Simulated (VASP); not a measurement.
# P (Cmce) in VASP: G0W0 quasiparticle levels with PBE

Aim: the G0W0 quasiparticle levels of P with PBE.

Program: VASP 6.6.1. These are calculated values, not measurements. Logs are shortened: lines on timing, memory, paths and dates and some standing lists are left out, and cuts for length are marked.

## (1) The structure

Symmetry: Cmce, No. 64, orthorhombic system. Conventional cell: a = 3.295 Å, b = 10.930 Å, c = 4.544 Å, α = 90.00°, β = 90.00°, γ = 90.00°. P (site symmetry m) is surrounded by 3 P at 2.20 to 2.25 Å.

## (2) G0W0 quasiparticle levels, PBE

File POSCAR:

```
P
1.0
    1.6477431241     -5.4650377251      0.0000000000
    1.6477431241      5.4650377251      0.0000000000
    0.0000000000      0.0000000000      4.5436355900
P
4
Direct
    0.9041431300      0.0958568700      0.5888151700
    0.0958568700      0.9041431300      0.4111848300
    0.5958568700      0.4041431300      0.0888151700
    0.4041431300      0.5958568700      0.9111848300
```

File INCAR.step1:

```
SYSTEM = P
  PREC = Accurate
  ENCUT = 500
  EDIFF = 1E-8
  ISMEAR = 0
  SIGMA = 0.01
  LREAL = .FALSE.
  LASPH = .TRUE.
  NELM = 100
  ALGO = Normal
  LWAVE = .TRUE.
  LCHARG = .FALSE.
  GGA = PE
  KPAR = 4
```

File INCAR.step2:

```
SYSTEM = P
  PREC = Accurate
  ENCUT = 500
  EDIFF = 1E-8
  ISMEAR = 0
  SIGMA = 0.01
  LREAL = .FALSE.
  LASPH = .TRUE.
  NELM = 1
  ALGO = Exact
  LWAVE = .TRUE.
  LCHARG = .FALSE.
  GGA = PE
  NBANDS = 351
  LOPTICS = .TRUE.
  ISTART = 1
  KPAR = 4
```

File INCAR.step3:

```
SYSTEM = P
  PREC = Accurate
  ENCUT = 500
  EDIFF = 1E-8
  ISMEAR = 0
  SIGMA = 0.01
  LREAL = .FALSE.
  LASPH = .TRUE.
  ALGO = EVGW0
  LWAVE = .FALSE.
  LCHARG = .FALSE.
  GGA = PE
  NELMGW = 1
  NBANDS = 351
  ENCUTGW = 150
  NOMEGA = 50
  PRECFOCK = Fast
  ISTART = 1
  NBANDSGW = 18
  KPAR = 4
```

File KPOINTS:

```
regular mesh
0
G
  4 4 2
  0 0 0
```

Potentials or basis: VASP PAW PBE potentials, release 64 (P_GW).

Command:

```
> cat potpaw_PBE.64/P_GW/POTCAR > POTCAR
> cp INCAR.step1 INCAR
> mpirun -np 4 vasp_std > vasp.out
> cp INCAR.step2 INCAR
> mpirun -np 4 vasp_std > vasp.out
> cp INCAR.step3 INCAR
> mpirun -np 4 vasp_std > vasp.out
```

OUTCAR:

```text
SYSTEM = P
   PREC = Accurate
   ENCUT = 500
   EDIFF = 1E-8
   ISMEAR = 0
   LREAL = .FALSE.
   LASPH = .TRUE.
   GGA = PE
   NELMGW = 1
   ENCUTGW = 150
   PRECFOCK = Fast
   ISTART = 1

 ion  position               nearest neighbor table
   1  0.904  0.096  0.589-   4 2.20   4 2.20   2 2.25
   2  0.096  0.904  0.411-   3 2.20   3 2.20   1 2.25
   3  0.596  0.404  0.089-   2 2.20   2 2.20   4 2.25
   4  0.404  0.596  0.911-   1 2.20   1 2.20   3 2.25

  LATTYP: Found a base centered orthorhombic cell.
 ALAT       =     3.2954862482
 B/A-ratio  =     3.3166806435
 C/A-ratio  =     1.3787451222

  Lattice vectors:

 A1 = (   1.6477431241,  -5.4650377251,   0.0000000000)
 A2 = (   1.6477431241,   5.4650377251,   0.0000000000)
 A3 = (   0.0000000000,   0.0000000000,   4.5436355900)

Analysis of symmetry for initial positions (statically):
=====================================================================
 Subroutine PRICEL returns:
 Original cell was already a primitive cell.

 Routine SETGRP: Setting up the symmetry group for a
 base centered orthorhombic supercell.

 Subroutine GETGRP returns: Found  8 space group operations
 (whereof  4 operations were pure point group operations)
 out of a pool of  8 trial point group operations.

The static configuration has the point symmetry C_2h.
 The point group associated with its full space group is D_2h.

Analysis of symmetry for dynamics (positions and initial velocities):
=====================================================================
 Subroutine PRICEL returns:
 Original cell was already a primitive cell.

 Routine SETGRP: Setting up the symmetry group for a
 base centered orthorhombic supercell.

 Subroutine GETGRP returns: Found  8 space group operations
 (whereof  4 operations were pure point group operations)
 out of a pool of  8 trial point group operations.

The dynamic configuration has the point symmetry C_2h.
 The point group associated with its full space group is D_2h.

 Subroutine INISYM returns: Found  8 space group operations
 (whereof  4 operations are pure point group operations),
 and found     1 'primitive' translations

----------------------------------------------------------------------------------------

[... 60 lines left out ...]
  0.000000  0.000000  0.500000      1.000000
  0.250000  0.000000  0.500000      4.000000
  0.500000  0.000000  0.500000      2.000000
  0.250000  0.250000  0.500000      2.000000
  0.500000  0.250000  0.500000      4.000000
 -0.250000  0.250000  0.500000      2.000000
  0.500000  0.500000  0.500000      1.000000
   k-points           NKPTS =     14   k-points in BZ     NKDIM =     32   number of bands    NBANDS=    351
   number of dos      NEDOS =    301   number of ions     NIONS =      4
   total plane-waves  NPLWV =  63504
   dimension x,y,z NGX =    42 NGY =   42 NGZ =   36
   dimension x,y,z NGXF=    84 NGYF=   84 NGZF=   72
   ions per type =               4
   NGX,Y,Z   is equivalent  to a cutoff of  12.23, 12.23, 13.17 a.u.
   NGXF,Y,Z  is equivalent  to a cutoff of  24.46, 24.46, 26.34 a.u.
 SYSTEM =  P
   PREC   = accura    normal or accurate (medium, high low for compatibility)
   ISTART =      1    job   : 0-new  1-cont  2-samecut
   ICHARG =      0    charge: 1-file 2-atom 10-const
   ISPIN  =      1    spin polarized calculation?
   LNONCOLLINEAR =      F non collinear calculations
   LSORBIT =      F    spin-orbit coupling
   LASPH  =      T    aspherical Exc in radial PAW
   ENCUT  =  500.0 eV  36.75 Ry    6.06 a.u.  10.41 10.41  8.28*2*pi/ulx,y,z
   NELM   =     60;   NELMIN=  2; NELMDL=  0     # of ELM steps
   EDIFF  = 0.1E-07   stopping-criterion for ELM
   LREAL  =      F    real-space projection
   EDIFFG = 0.1E-06   stopping-criterion for IOM
   NSW    =      0    number of steps for IOM
   IBRION =     -1    ionic relax: 0-MD 1-quasi-New 2-CG
   NFREE  =      0    steps in history (QN), initial steepest desc. (CG)
   ISIF   =      0    stress and relaxation
   ISYM   =      3    0-nonsym 1-usesym 2-fastsym
   POTIM  = 0.5000    time-step for ionic-motion
   TEBEG  =    0.0;   TEEND  =   0.0 temperature during run
   PSTRESS=    0.0 pullay stress
   NELECT =      20.0000    total number of electrons
   NUPDOWN=      -1.0000    fix difference up-down
   EMIN   =  10.00;   EMAX   =-10.00  energy-range for DOS
   EFERMI =   0.00;   METHOD = LEGACY
   ISMEAR =     0;   SIGMA  =   0.01  broadening in eV -4-tet -1-fermi 0-gaus
   EFERMI_NEDOS =   21; number of points for ismear=-14 and -15
   IALGO  =     38    algorithm
   IMIX   =      4    mixing-type and parameters
     AMIX     =   0.40;   BMIX     =  1.00
     AMIX_MAG =   1.60;   BMIX_MAG =  1.00
  volume/ion in A,a.u.               =      20.46       138.06
  Fermi-wavevector in a.u.,A,eV,Ry     =   1.023559  1.934246 14.254450  1.047673
  Thomas-Fermi vector in A             =   2.157299
   LORBIT       =      0    0 simple, 1 ext, 2 COOP (PROOUT), +10 PAW based schemes
   GGA     = PE    functional components
   LHFCALC =     T    Hartree Fock is set to
   PRECFOCK=fast      Normal, Fast or Accurate (Low or Medium for compatibility)
   ENCUT4O =  -1.0   cutoff for four orbital integrals eV
   NKREDX  =     1    reduce k-point grid by
   NKREDY  =     1    reduce k-point grid by
   NKREDZ  =     1    reduce k-point grid by
   AEXX    =    1.0000 exact exchange contribution
   HFSCREEN=    0.0000 screening length (either q_TF or 0.3 A-1)
   HFSCREENC=   0.0000 screening length for correlation (either q_TF or 0.3 A-1)
   ENCUTFOCK=  -1.0 apply spherical cutoff to Coloumb kernel
   IVDW    =     0    specifies the selected vdW correction
   LEPSILON=     F    determine dielectric tensor
   LRPA    =     F    only Hartree local field effects (RPA)
   LRPAFORCE           =     F    calculate RPA forces
   ENCUTGW             = 150.0    cutoff for response function in eV
   ENCUTGWSOFT         = 120.0    soft cutoff for Coulomb kernel in GW response function in eV
   ENCUTLF             =  -1.0    cutoff for local field effects
   NELMGW              =     1    number of iterations in solving QP/BSE equation
   NELMHF              =     1    number of iterations in the inner HF iteration
   NKREDLFX            =     1    NKREDLFY  =   1   NKREDLFZ  =   1
 non-spin polarized calculation
 Gauss-broadening in eV      SIGMA  =   0.01
  energy-cutoff  :      500.00
  volume of cell :       81.83
 maximum number of plane-waves:      2101
 NGX is ok and might be reduce to    42
  NGX = 24; NGY = 24; NGZ = 18
   NGX = 21   NGY = 21   NGZ = 17
 maximum number of plane-waves:       353

 QP shifts <psi_nk| G(iteration)W_0 |psi_nk>: iteration 1
 for sc-GW calculations column KS-energies equals QP-energies in previous step
 and V_xc(KS)=  KS-energies - (<T + V_ion + V_H > + <T+V_H+V_ion>^1  + <V_x>^1)

 k-point   1 :       0.0000    0.0000    0.0000
  band No.  KS-energies  QP-energies   sigma(KS)   V_xc(KS)     V^pw_x(r,r')   Z            occupation Imag(sigma)

      1     -10.3540     -10.7219     -12.6412     -12.0555     -20.1361       0.6280       2.0000       1.3809
      2      -7.6130      -8.0254     -13.1456     -12.5166     -19.4424       0.6558       2.0000       0.9633
      3      -4.3123      -4.7263     -13.0897     -12.4664     -18.0708       0.6642       2.0000       0.5409
      4      -1.2914      -1.8341     -11.9666     -11.1881     -15.3076       0.6970       2.0000       0.2758
      5       0.5479       0.1290     -12.9562     -12.3446     -16.0588       0.6851       2.0000       0.2032
      6       0.5974       0.0788     -11.4563     -10.7147     -14.2485       0.6994       2.0000       0.1688
[... 283 lines left out ...]
      4      -3.8614      -4.3019     -12.1571     -11.5017     -17.0902       0.6722       2.0000       0.6376
      5       2.1637       1.6815     -13.3945     -12.7219     -15.2359       0.7168       2.0000       0.0327
      6       2.1637       1.6815     -13.3945     -12.7219     -15.2359       0.7168       2.0000       0.0327
[... 10 lines left out ...]
     17      11.1960      11.3162     -10.2547     -10.4115      -4.9394       0.7668       0.0000      -0.1811
     18      11.1960      11.3162     -10.2547     -10.4115      -4.9394       0.7668       0.0000      -0.1811
```

OUTCAR.step2:

```text
SYSTEM = P
   PREC = Accurate
   ENCUT = 500
   EDIFF = 1E-8
   ISMEAR = 0
   LREAL = .FALSE.
[... 906 lines left out ...]
     0.00000    15.47002    10.53099   -61.87266     0.00000    -0.00000     0.00000
     1.85962    22.18797     6.18800     2.02240     0.00000    -0.00000     0.00000
     3.71923    23.19654     4.71591    12.53093     0.00000    -0.00000     0.00000
     5.57885   -16.95902     3.40074    -8.68256     0.00000    -0.00000     0.00000
     7.43847    -5.54586    -3.77292     0.51629     0.00000    -0.00000     0.00000
     9.29808    -4.07757    -4.24109    -5.59750     0.00000    -0.00000     0.00000
[... 92 lines left out ...]
   182.24239     0.98882     0.98972     0.98931     0.00000     0.00000     0.00000
   184.10201     0.98906     0.98994     0.98954     0.00000     0.00000     0.00000
```

Run time: 3.7 min. Hardware: 4 MPI ranks of Intel Xeon 6975P-C (Granite Rapids), shared host; peak memory 1.5 GiB.

Results:

* Band gap on the k mesh, mean-field level: 0.09 eV, direct
* Quasiparticle gap: 0.47 eV
* Least direct quasiparticle gap: 0.47 eV

Levels at points of the mesh, in eV from the valence-band top:
| k point | band 8 | band 9 | band 10 | band 11 | band 12 | band 13 |
| --- | --- | --- | --- | --- | --- | --- |
| (0.00, 0.00, 0.00) | -2.81 | -2.62 | -1.23 | 0.54 | 0.96 | 1.84 |
| (0.50, 0.00, 0.00) | -3.41 | -2.67 | -2.67 | 0.62 | 0.62 | 1.44 |
| (0.50, 0.50, 0.00) | -2.46 | -1.60 | 0.00 | 0.09 | 0.73 | 2.05 |
| (0.00, 0.00, 0.50) | -3.32 | -1.69 | -1.69 | 1.38 | 1.38 | 2.86 |
| (0.50, 0.00, 0.50) | -5.33 | -1.83 | -1.83 | 1.62 | 1.62 | 3.38 |
| (0.50, 0.50, 0.50) | -2.81 | -2.00 | -2.00 | 1.35 | 1.35 | 2.54 |

Caveat: the k mesh is coarse (spacing up to 0.69 Å⁻¹), so the values aren't converged; bands, screening cutoff and mesh are small and nothing is extrapolated, so the quasiparticle values aren't converged. A k mesh can miss the band edges.
